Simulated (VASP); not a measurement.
The system is RbBr.

```
CELL_PARAMETERS angstrom
0.00000 3.91322 3.78208
3.91322 0.00000 3.78208
3.91322 3.91322 0.00000
ATOMIC_POSITIONS crystal
Rb 0.00000 0.00000 0.00000
Br 0.25000 0.25000 0.25000
```

The cell was built by a generator and needn't be a form met in nature.

The cell isn't the ideal one: epitaxial_xy strain +1.1%.

Base run:

* Program: VASP 6.6.1
* Functional: r2SCAN
* Potentials or basis: VASP PAW PBE potentials, release 64 (Rb_sv, Br)
* Cutoff: 520 eV
* k mesh: 6 × 6 × 6
* Occupations: gaussian, width 0.01 eV
* Spin: no spin polarisation

Its results: band gap on the k mesh 4.64 eV, indirect (least direct gap 4.73 eV); pressure 0.0 GPa.

Q: The run is repeated on the same cell with these changes: functional from r2SCAN to PBE; occupations from gaussian, width 0.01 eV to fermi-dirac, width 0.02 eV. What comes out?

A: Band gap on the k mesh 4.06 eV, indirect (least direct gap 4.15 eV); pressure 0.2 GPa.

Caveats: the PAW data sets were made with another functional, which shifts forces and pressure a little (some runs).

A k mesh can miss the band edges.
